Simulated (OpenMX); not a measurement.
HfO2 under changes of volume

One of the cells (11.152 Å³/atom); the others are scaled copies at fixed shape and fractional positions:

```
Hf O
1.0
     0.00000    2.55750    2.55750
     2.55750    0.00000    2.55750
     2.55750    2.55750    0.00000
Hf O
1 2
Direct
  0.00000 0.00000 0.00000
  0.75000 0.75000 0.75000
  0.25000 0.25000 0.25000
```

Measurements of this composition are mostly on another form, of space group No. 14.

```yaml
Program: OpenMX 3.8.5
Functional: PBE
Potentials_or_basis: OpenMX 2013 PBE set, Hf7.0-s3p2d2, O6.0-s2p2, fixed grid of 36 × 36 × 36 points
k_mesh: 9 × 9 × 9
Occupations: fermi-dirac, width 0.05 eV
Spin: no spin polarisation
```

| volume (Å³/atom) | energy over the lowest point (meV/atom) | gap on the mesh (eV) |
| --- | --- | --- |
| 10.483 | 23.12 | 3.75 |
| 10.706 | 7.79 | 3.70 |
| 10.929 | 0.39 | 3.64 |
| 11.152 | 0.00 | 3.59 |
| 11.375 | ? | ? |
| 11.598 | 17.81 | 3.48 |
| 11.821 | 34.83 | 3.43 |

Problem. What does the run at 11.375 Å³/atom give?

Solution. Energy over the lowest point 6.00 meV/atom; gap on the mesh 3.53 eV.

Worked out: A Birch-Murnaghan fit of order 3 (a polynomial in V^(-2/3)) to the other rows has its minimum at 11.05 Å³/atom with B0 = V·E''(V) = 238 GPa and B' = 4.1. It gives 6.03 meV/atom at 11.375 Å³/atom, against the run's 6.00. A straight line through the other rows of the gap, of slope -2.69 eV per unit of ln V, gives 3.53 eV, against the run's 3.53.

Energies are extrapolated to zero smearing.

Caveats: spin-orbit coupling is left out, which moves the levels of the heavy elements; an odd mesh through Γ misses points on the zone boundary, where band edges often lie; the basis of atomic orbitals isn't converged, which shifts pressures, moduli and gaps.
